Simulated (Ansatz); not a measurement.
**Calculated field gradients at the nuclei for Ge**

The cell is an entry of the Crystallography Open Database (COD) whose atoms were relaxed with PBE, the cell held.

Space group P4_32_12 (No. 96); a = 5.9300, c = 6.9800 Å.

| site | Wyckoff | site symmetry | x | y | z |
| --- | --- | --- | --- | --- | --- |
| Ge1 | 4a | ..2 | 0.0900 | 0.0900 | 0.0000 |
| Ge5 | 8b | 1 | 0.1723 | 0.3692 | 0.2594 |

One atom of each set is listed.

Level of theory: DFT, r2SCAN, plane waves and PAW (field gradients read without the response of the frozen cores, which leaves them typically 4 to 6 % off), scalar-relativistic, 500 eV cutoff, Γ-centred 6×6×5 k-points, Fermi–Dirac smearing 0.05 eV (Ansatz 0.2.0).

V_zz is the principal component of the electric field gradient with the largest magnitude, η = (V_xx − V_yy)/V_zz and C_Q = eQV_zz/h. ν_Q = 3|C_Q|/[2I(2I − 1)].

Ge-73: I = 9/2, Q = -196.0 mb. Quadrupole moments are those of Pyykkö's year-2017 table.

Task: Give the quadrupolar parameters of the distinct sites.

Result: 

```csv
site,atoms,first shell,C_Q (MHz),η,ν_Q (MHz)
Ge1,4,4 Ge at 2.49–2.50 Å,-20.6,0.79,0.857
Ge5,8,4 Ge at 2.49–2.52 Å,-28.0,0.81,1.17
```
